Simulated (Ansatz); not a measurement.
# What strain tensor (xx, yy, zz, yz, xz, xy) = (+0.24, −2.41, −1.39, +0.98, +0.15, +1.67) % does to BaSnO3

Start from BaSnO3 in the cubic perovskite structure (space group Pm-3m, No. 221; a = 4.1219 Å). Axes: x, y, z lie along the cube axes.

One thing is altered: the symmetric strain tensor [0.0024 0.0166 0.0015; 0.0166 -0.0241 0.0098; 0.0015 0.0098 -0.0139], atoms relaxed at fixed cell.

Level of theory: Ansatz (an electronic-structure program) PBEsol, scalar-relativistic without spin-orbit coupling. Settings: 8×8×8 k-points, 0.05 eV Fermi–Dirac smearing.

```tsv
quantity	base	changed	shift
volume per atom	14.01 Å³	13.51 Å³	-0.50 Å³
space group	Pm-3m (No. 221)	P-1 (No. 2)	–
shortest interatomic distance	2.061 Å	2.012 Å	-0.049 Å
energy relative to the base (free energy F)	0 meV/atom	+19 meV/atom	+19 meV/atom
pressure (mean of the normal stresses, compression positive)	0.00 GPa	6.22 GPa	+6.22 GPa
band gap	0.86 eV	1.26 eV	+0.40 eV
gap character	–	indirect, R → Γ	–
smallest direct gap	1.34 eV	1.63 eV	+0.29 eV
electron mass	0.16 mₑ (at Γ)	0.19 mₑ (at Γ)	–
stress (xx, yy, zz, yz, xz, xy; compression positive)	–	(2.95, 9.14, 6.57, -2.02, -0.26, -3.39) GPa	–
```

Final structure:

```yaml
crystal:
  lattice:
    - [4.13175, 0.06863, 0.00618]
    - [0.06863, 4.02252, 0.04039]
    - [0.00618, 0.04039, 4.06457]
  atoms:
    - { symbol: Ba, position: [0.00000, 0.00000, 0.00000] }
    - { symbol: Sn, position: [0.50000, 0.50000, 0.50000] }
    - { symbol: O, position: [0.00000, 0.50000, 0.50000] }
    - { symbol: O, position: [0.50000, 0.50000, 0.00000] }
    - { symbol: O, position: [0.50000, 0.00000, 0.50000] }
```

Effective masses come from finite differences of ±0.01 Å⁻¹. Stability against distortions was not tested. k-point labels follow each cell's own Brillouin zone.
